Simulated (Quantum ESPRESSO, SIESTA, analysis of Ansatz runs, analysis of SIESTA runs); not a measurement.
# V_F in LiF (Fm-3m): how far do the levels depend on the basis, the mesh and the program? (SIESTA and Quantum ESPRESSO), part 3 of 6

Question: at which Fermi levels does V_F in LiF (Fm-3m) change its charge, and how much of the answer depends on the basis, the mesh and the program? The model is a cell of 54 host atoms with 1 F taken out.

SIESTA and Quantum ESPRESSO ; SIESTA numerical-orbital DFT, PBEsol, DZP basis, PseudoDojo 0.4.1 potentials converted to PSML; charged supercells in a uniform background, point-charge correction with alignment at far sites.

So far. Step 2 (Band edges): The gap at this level is 9.10 eV.

## (3) Relaxing each charge state (continued)

Level of this step: SIESTA numerical-orbital DFT, PBEsol, DZP basis, PseudoDojo 0.4.1 potentials converted to PSML; relaxation of all atoms of a defect supercell (SIESTA).

Valence density in the ac plane at fractional y = 0.500, through the centre, with atoms of F within 0.45 Å of it. It is the smooth field of the valence electrons, not physical close to the nuclei.

Values in e/Å³, 13 rows by 16 columns, each cell a mean:
```
0.2 0.5 0.6 0.2 0.1 0.1 0.4 0.7 0.3 0.1 0.1 0.2 0.6 0.5 0.1 0.1
0.2 2.0 6.5 3.2 0.3 0.1 0.9 5.7 4.9 0.7 0.1 0.4 3.7 6.1 1.7 0.2
0.1 0.7 4.8 5.9 1.0 0.1 0.3 3.1 6.7 2.2 0.2 0.1 1.5 6.3 4.2 0.5
0.1 0.1 0.3 0.7 0.4 0.1 0.1 0.2 0.6 0.6 0.2 0.1 0.1 0.5 0.7 0.3
0.1 0.3 0.2 0.1 0.1 0.1 0.1 0.1 0.1 0.1 0.1 0.2 0.3 0.2 0.1 0.1
0.2 1.6 4.2 1.4 0.2 0.1 0.1 0.1 0.1 0.1 0.1 0.4 2.7 3.8 0.8 0.1
0.1 1.3 6.8 6.5 0.8 0.1 0.1 0.1 0.1 0.1 0.1 0.2 2.7 7.9 4.4 0.4
0.1 0.1 0.9 2.0 0.7 0.1 0.1 0.1 0.1 0.1 0.1 0.1 0.2 1.4 1.6 0.4
0.1 0.1 0.1 0.1 0.1 0.1 0.1 0.1 0.1 0.1 0.1 0.1 0.1 0.1 0.1 0.1
0.2 1.0 1.7 0.5 0.1 0.1 0.6 1.6 0.8 0.1 0.1 0.3 1.3 1.3 0.3 0.1
0.2 1.9 7.7 5.3 0.6 0.1 0.7 6.3 6.9 1.3 0.1 0.3 3.7 7.9 3.2 0.2
0.1 0.3 2.6 4.2 0.9 0.1 0.2 1.6 4.6 1.9 0.2 0.1 0.7 3.9 3.3 0.5
0.1 0.1 0.1 0.3 0.2 0.1 0.1 0.1 0.3 0.3 0.1 0.1 0.1 0.2 0.3 0.2
```
Columns run along a (8.5 Å), rows up along c (8.5 Å). Atoms in or near the plane, at fractional coordinates: F at (0.17, 0.17), F at (0.17, 0.50), F at (0.17, 0.83), F at (0.50, 0.16), F at (0.50, 0.83), F at (0.84, 0.16), F at (0.84, 0.50), F at (0.83, 0.83).

The states that were run, at one point at (¼, ¼, ¼), on 1 MPI rank of Arm Neoverse V2, shared host:

| charge | moment (μB) | outcome | structures computed | largest displacement of a host atom from its site (Å) | lowest empty less highest filled level (eV) | time |
| --- | --- | --- | --- | --- | --- | --- |
| +1 | 0 | converged | 7 | 0.19 | 7.35 | 21 min |
| −1 | 0 | converged | 7 | 0.09 | 2.43 | 22 min |
| 0 | 1 | converged | 6 | 0.04 | 1.74 | 29 min |

Against the host's sites the lattice moves most at charge +1 (0.19 Å); the smallest move among the states is 0.04 Å.

## (4) Corrections and levels

A charged cell interacts with its images and the background. The point-charge term, screened by the static dielectric constant, takes that out, and the potential far from the defect is aligned with the host's. Chemical potentials: F (F2 molecule) and Li (bcc), run alike.

By state, in eV; the first energy still holds the atoms taken out or put in:

| charge | moment (μB) | energy over the host, electrons at the valence top | point-charge term | potential shift at far sites | its spread | correction |
| --- | --- | --- | --- | --- | --- | --- |
| −1 | 0 | 679.974 | 0.293 | -0.068 | 0.041 | 0.361 |
| 0 | 1 | 672.812 | 0.000 | - | - | 0.000 |
| +1 | 0 | 666.528 | 0.293 | 0.035 | 0.025 | 0.328 |

Potentials at atomic sites for charge −1, some of the atoms; distances and the model charge refer to the site on which the defect was built:

| atom | distance from that site (Å) | potential less the host's (eV) | point-charge model (eV) |
| --- | --- | --- | --- |
| Li34 | 1.906 | 0.961 | 0.243 |
| Li44 | 1.931 | 0.957 | 0.234 |
| F16 | 2.888 | 0.047 | 0.008 |
| F26 | 2.895 | 0.019 | 0.007 |
| Li52 | 3.437 | -0.102 | -0.051 |
| Li48 | 3.445 | -0.081 | -0.052 |
| F37 | 3.998 | -0.100 | -0.099 |
| Li38 | 4.452 | -0.200 | -0.093 |
| Li7 | 4.459 | -0.178 | -0.093 |
| F53 | 4.884 | -0.112 | -0.099 |
| F8 | 4.888 | -0.117 | -0.099 |

Over the charge states the far sites scatter by a standard deviation of up to 0.04 eV about the model once its mean shift is taken off, which is the uncertainty of the alignment.

Limit set by the element alone; other compounds of these elements are not counted. Chemical potentials from the elements' reference states: F 0.00 eV, Li -6.36 eV. Formation energies (F-rich), with the Fermi level at the valence top and at the conduction bottom (gap 9.10 eV):

| charge | at valence top (eV) | at conduction bottom (eV) | correction included (eV) |
| --- | --- | --- | --- |
| +1 | 1.49 | 10.59 | 0.33 |
| 0 | 7.44 | 7.44 | 0.00 |
| −1 | 14.97 | 5.87 | 0.36 |

```json
{"Fermi level (eV)": "0.00", "lowest formation energy (eV)": "1.49"}
{"Fermi level (eV)": "0.83", "lowest formation energy (eV)": "2.31"}
{"Fermi level (eV)": "1.65", "lowest formation energy (eV)": "3.14"}
{"Fermi level (eV)": "2.48", "lowest formation energy (eV)": "3.97"}
{"Fermi level (eV)": "3.31", "lowest formation energy (eV)": "4.79"}
{"Fermi level (eV)": "4.13", "lowest formation energy (eV)": "5.62"}
{"Fermi level (eV)": "4.97", "lowest formation energy (eV)": "6.45"}
{"Fermi level (eV)": "5.79", "lowest formation energy (eV)": "7.28"}
{"Fermi level (eV)": "6.62", "lowest formation energy (eV)": "7.44"}
{"Fermi level (eV)": "7.45", "lowest formation energy (eV)": "7.44"}
{"Fermi level (eV)": "8.27", "lowest formation energy (eV)": "6.70"}
{"Fermi level (eV)": "9.10", "lowest formation energy (eV)": "5.87"}
```

Limit set by the element alone; other compounds of these elements are not counted. Chemical potentials from the elements' reference states: Li 0.00 eV, F -6.36 eV. Formation energies (Li-rich), with the Fermi level at the valence top and at the conduction bottom (gap 9.10 eV):

| charge | at valence top (eV) | at conduction bottom (eV) | correction included (eV) |
| --- | --- | --- | --- |
| +1 | -4.87 | 4.23 | 0.33 |
| 0 | 1.09 | 1.09 | 0.00 |
| −1 | 8.61 | -0.49 | 0.36 |

| Fermi level (eV) | lowest formation energy (eV) |
| --- | --- |
| 0.00 | -4.87 |
| 0.83 | -4.04 |
| 1.65 | -3.21 |
| 2.48 | -2.39 |
| 3.31 | -1.56 |
| 4.13 | -0.73 |
| 4.97 | 0.10 |
| 5.79 | 0.93 |
| 6.62 | 1.09 |
| 7.45 | 1.09 |
| 8.27 | 0.34 |
| 9.10 | -0.49 |

So at this level: (+1/0) at 5.96 eV (6.28 without the correction) and (0/−1) at 7.52 eV (7.16 without the correction), in a gap of 9.10 eV.

## (5) SIESTA, PBEsol, DZP, mesh 300 Ry, energy shift 0.02 Ry, with orbitals at the vacancy, k = ¼

The orbitals' energy shift goes from 0.005 to 0.02 Ry on the same structures. A larger shift confines the orbitals more: the run is cheaper, and the tails that carry anions and vacancy electrons are cut.

Input file defect.fdf:

```
SystemName                      Li27F26
SystemLabel                     defect
NumberOfSpecies                 3
NumberOfAtoms                   54
%block ChemicalSpeciesLabel
  1    3 Li
  2    9 F
  3   -9 F_ghost
%endblock ChemicalSpeciesLabel
LatticeConstant                 1.0 Ang
%block LatticeVectors
     0.005415000     5.990970000     5.990970000
     5.990970000     0.005415000     5.990970000
     5.990970000     5.990970000     0.005415000
%endblock LatticeVectors
AtomicCoordinatesFormat         Fractional
%block AtomicCoordinatesAndAtomicSpecies
     0.000056948    -0.000951814     0.001129530  1
     0.166784585     0.166318463     0.166875805  2
     0.000361639    -0.000987442     0.334656454  1
[... 25 atom lines left out ...]
     0.500865905     0.499345912     0.840629219  2
[... 3 atom lines left out ...]
     0.501014775     0.839197951     0.500047948  2
[... 1 atom line left out ...]
     0.500000203     0.832858726     0.833082933  2
[... 9 atom lines left out ...]
     0.841816239     0.498596938     0.500991537  2
[... 1 atom line left out ...]
     0.834405172     0.498449692     0.833516700  2
[... 3 atom lines left out ...]
     0.833597353     0.832290540     0.500389989  2
[... 2 atom lines left out ...]
     0.499999875     0.499999875     0.499999875  3
%endblock AtomicCoordinatesAndAtomicSpecies
%block kgrid.MonkhorstPack
    1   0   0  0.25
    0   1   0  0.25
    0   0   1  0.25
%endblock kgrid.MonkhorstPack
XC.Functional                   GGA
XC.Authors                      PBEsol
PAO.BasisSize                   DZP
PAO.EnergyShift                 0.02 Ry
Mesh.Cutoff                     300 Ry
%block PAO.PolarizationScheme
  Li non-perturbative
%endblock PAO.PolarizationScheme
NetCharge                       -1.0
OccupationFunction              FD
ElectronicTemperature           0.01 eV
MaxSCFIterations                150
SCF.MustConverge                true
SCF.Mixer.Method                Pulay
SCF.Mixer.Weight                0.2
SCF.Mixer.History               10
SCF.DM.Tolerance                1.0e-4
SCF.H.Tolerance                 1.0e-3 eV
WriteForces                     true
Charge.Mulliken                 end
SaveRho                         true
SaveElectrostaticPotential      true
Charge.Hirshfeld                end
Charge.Voronoi                  end
```

Command:

```
> OMP_NUM_THREADS=1 siesta defect.fdf > defect.out
```

What it wrote:

```text
Version         : 5.4.2

                           ***********************
                           *  WELCOME TO SIESTA  *
                           ***********************

[...]
reinit: Reading from file defect.fdf

reinit: -----------------------------------------------------------------------
reinit: System Name: Li27F26
reinit: -----------------------------------------------------------------------
reinit: System Label: defect
reinit: -----------------------------------------------------------------------

initatom: Reading input for the pseudopotentials and atomic orbitals ----------
Species number:   1 Atomic number:    3 Label: Li
Species number:   2 Atomic number:    9 Label: F
Species number:   3 Atomic number:   -9 Label: F_ghost (floating PAOs)

[... pseudopotential checks and orbital generation ...]

prinput: Basis input

PAO.BasisType split

%block ChemicalSpeciesLabel
    1    3 Li                      # Species index, atomic number, species label
    2    9 F                       # Species index, atomic number, species label
    3   -9 F_ghost                 # Species index, atomic number, species label
%endblock ChemicalSpeciesLabel

%block PAO.Basis                 # Define Basis set
# WARNING: This information might be incomplete!
Li                    3                    # Species label, number of l-shells
 n=1   0   1                         # n, l, Nzeta
   2.258
   1.000
 n=2   0   2                         # n, l, Nzeta
   8.082      6.285
   1.000      1.000
 n=2   1   1                         # n, l, Nzeta
   8.082
   1.000
F                     2                    # Species label, number of l-shells
 n=2   0   2                         # n, l, Nzeta
   2.973      1.993
[...]
(Free)E + p*V (eV/cell)   -22714.0704
Target enthalpy (eV/cell)   -22702.8700
[...]
siesta: Final energy (eV):
siesta:  Band Struct. =   -6505.475928
siesta:       Kinetic =   15439.466575
siesta:       Hartree =    6112.532454
siesta:         Exch. =   -4784.538696
siesta:         Corr. =    -326.000240
siesta:   Exch.-corr. =   -5110.538936
siesta:  Ion-electron =  -28169.477436
siesta:       Ion-ion =  -10974.852690
siesta:         Total =  -22702.870033
siesta:         Fermi =      -3.606345
[...]
siesta: Atomic forces (eV/Ang):
siesta:      1   -0.010159   -0.008438    0.010763
siesta:      2   -0.008882   -0.004690   -0.003842
siesta:      3    0.004182   -0.005828    0.003921
[...]
siesta:     53   -0.004316    0.001139    0.002479
siesta:     54    0.001430   -0.000959    0.000318
siesta: ----------------------------------------
siesta:    Tot    0.004177   -0.002046    0.005641
[...]
siesta: Stress tensor (static) (eV/Ang**3):
siesta:     0.026121   -0.001355   -0.001325
siesta:    -0.001355    0.025974   -0.001341
siesta:    -0.001325   -0.001341    0.026144
[...]
siesta: Cell volume =        429.469393 Ang**3
[...]
siesta: Pressure (static):
siesta:                Solid            Molecule  Units
siesta:          -0.00028404         -0.00030661  Ry/Bohr**3
siesta:          -0.02607966         -0.02815141  eV/Ang**3
siesta:         -41.78422308        -45.10353144  kBar
[...]
mulliken: Qtot =      264.000

Mulliken Atomic Populations:
Atom #   charge [q] valence [e]  Species
     1     0.085929    2.914071  Li
     2    -0.128208    7.128208  F
     3     0.075999    2.924001  Li
     4    -0.129840    7.129840  F
     5     0.075109    2.924891  Li
     6    -0.126761    7.126761  F
[...]
50     0.085815    2.914185  Li
    51    -0.129694    7.129694  F
    52     0.111293    2.888707  Li
    53    -0.128523    7.128523  F
    54     6.999125    0.000875  F_ghost
 Total     6.000000

[...]
Job completed
```

Run time: 89 s. Hardware: 1 MPI rank of Arm Neoverse V2, shared host; peak memory 0.61 GiB.

On the kept structures the largest force at this level is 0.12 eV/Å, so they are close to rest here too.

The kept cell is not at rest at this level: the host stands at -4 GPa, against 0.6 GPa at the first level, which bears on gap and formation energies.

By state, in eV; the first energy still holds the atoms taken out or put in:

| charge | moment (μB) | energy over the host, electrons at the valence top | point-charge term | potential shift at far sites | its spread | correction |
| --- | --- | --- | --- | --- | --- | --- |
| −1 | 0 | 679.270 | 0.293 | -0.093 | 0.040 | 0.386 |
| 0 | 1 | 672.262 | 0.000 | - | - | 0.000 |
| +1 | 0 | 666.120 | 0.293 | 0.024 | 0.024 | 0.317 |

Against the first level the gap goes from 9.10 to 9.00 eV, and the level that moves most, (+1/0), from 5.96 to 5.82 eV.

## (6) SIESTA, PBEsol, DZP, mesh 300 Ry, energy shift 0.01 Ry, with orbitals at the vacancy, k = ¼

The orbitals' energy shift goes from 0.005 to 0.01 Ry on the same structures. A larger shift confines the orbitals more: the run is cheaper, and the tails that carry anions and vacancy electrons are cut.

Changes to defect.fdf since step 5:

```diff
@@ -43,3 +43,3 @@
 PAO.BasisSize                   DZP
-PAO.EnergyShift                 0.02 Ry
+PAO.EnergyShift                 0.01 Ry
 Mesh.Cutoff                     300 Ry
```

What it wrote:

```text
Version         : 5.4.2

                           ***********************
                           *  WELCOME TO SIESTA  *
                           ***********************

[...]
reinit: Reading from file defect.fdf

reinit: -----------------------------------------------------------------------
reinit: System Name: Li27F26
reinit: -----------------------------------------------------------------------
reinit: System Label: defect
reinit: -----------------------------------------------------------------------

initatom: Reading input for the pseudopotentials and atomic orbitals ----------
Species number:   1 Atomic number:    3 Label: Li
Species number:   2 Atomic number:    9 Label: F
Species number:   3 Atomic number:   -9 Label: F_ghost (floating PAOs)

[... pseudopotential checks and orbital generation ...]

prinput: Basis input

PAO.BasisType split

%block ChemicalSpeciesLabel
    1    3 Li                      # Species index, atomic number, species label
    2    9 F                       # Species index, atomic number, species label
    3   -9 F_ghost                 # Species index, atomic number, species label
%endblock ChemicalSpeciesLabel

%block PAO.Basis                 # Define Basis set
# WARNING: This information might be incomplete!
Li                    3                    # Species label, number of l-shells
 n=1   0   1                         # n, l, Nzeta
   2.452
   1.000
 n=2   0   2                         # n, l, Nzeta
   8.986      6.796
   1.000      1.000
 n=2   1   1                         # n, l, Nzeta
   8.986
   1.000
F                     2                    # Species label, number of l-shells
 n=2   0   2                         # n, l, Nzeta
   3.215      2.054
[...]
(Free)E + p*V (eV/cell)   -22722.6523
Target enthalpy (eV/cell)   -22717.4509
[...]
siesta: Final energy (eV):
siesta:  Band Struct. =   -6826.931674
siesta:       Kinetic =   15413.222734
siesta:       Hartree =    6090.569185
siesta:         Exch. =   -4780.062392
siesta:         Corr. =    -326.195111
siesta:   Exch.-corr. =   -5106.257503
siesta:  Ion-electron =  -28426.125053
siesta:       Ion-ion =  -10688.860305
siesta:         Total =  -22717.450943
siesta:         Fermi =      -4.933942
[...]
siesta: Atomic forces (eV/Ang):
siesta:      1   -0.010429   -0.006505    0.008609
siesta:      2   -0.014219   -0.009963   -0.007133
siesta:      3    0.003241   -0.006829    0.007491
[...]
siesta:     53   -0.000311    0.002878    0.007915
siesta:     54    0.000690   -0.000027   -0.000114
siesta: ----------------------------------------
siesta:    Tot    0.002584   -0.005380    0.001511
[...]
siesta: Stress tensor (static) (eV/Ang**3):
siesta:     0.012145   -0.000697   -0.000669
siesta:    -0.000697    0.012023   -0.000677
siesta:    -0.000669   -0.000677    0.012165
[...]
siesta: Cell volume =        429.469393 Ang**3
[...]
siesta: Pressure (static):
siesta:                Solid            Molecule  Units
siesta:          -0.00013191         -0.00014841  Ry/Bohr**3
siesta:          -0.01211109         -0.01362615  eV/Ang**3
siesta:         -19.40410923        -21.83150175  kBar
[...]
mulliken: Qtot =      264.000

Mulliken Atomic Populations:
Atom #   charge [q] valence [e]  Species
     1     0.267903    2.732097  Li
     2    -0.338646    7.338646  F
     3     0.297236    2.702764  Li
     4    -0.339887    7.339887  F
     5     0.295497    2.704503  Li
     6    -0.335987    7.335987  F
[...]
50     0.276341    2.723659  Li
    51    -0.339694    7.339694  F
    52     0.311046    2.688954  Li
    53    -0.339064    7.339064  F
    54     7.004711   -0.004711  F_ghost
 Total     6.000000

[...]
Job completed
```

It took 2.5 min on 1 MPI rank; peak memory 0.76 GiB.

On the kept structures the largest force at this level is 0.06 eV/Å, so they are close to rest here too.

By state, in eV; the first energy still holds the atoms taken out or put in:

| charge | moment (μB) | energy over the host, electrons at the valence top | point-charge term | potential shift at far sites | its spread | correction |
| --- | --- | --- | --- | --- | --- | --- |
| −1 | 0 | 679.783 | 0.293 | -0.078 | 0.040 | 0.371 |
| 0 | 1 | 672.659 | 0.000 | - | - | 0.000 |
| +1 | 0 | 666.381 | 0.293 | 0.032 | 0.024 | 0.325 |

Against the first level the gap goes from 9.10 to 9.08 eV, and the level that moves most, (0/−1), from 7.52 to 7.49 eV.

(Continued in part 4 of 6.)

[Logs are printed without paths, hosts, clocks, repeated set-up lines and the standing remarks that a program may print on its own settings, such as how far it seeks lower states.]

[Hosts, paths, dates, database ids (printed as entryN), source tags and the programs' standing remarks are cut or masked in the printed files.]

[For some hosts the program warned that the k-mesh of the response run may be too coarse for force constants and the static dielectric constant; such warnings are not shown here.]

[Charge tables in the logs are Mulliken or Hirshfeld populations, whose sizes and signs can differ; where basis functions stand at a vacancy, SIESTA counts their charge against the missing atom's valence.]

[In relaxation paths of CP2K, step 0 can be the structure after the first move, since the trajectory file begins there, and the last row can be the final structure solved once more.]
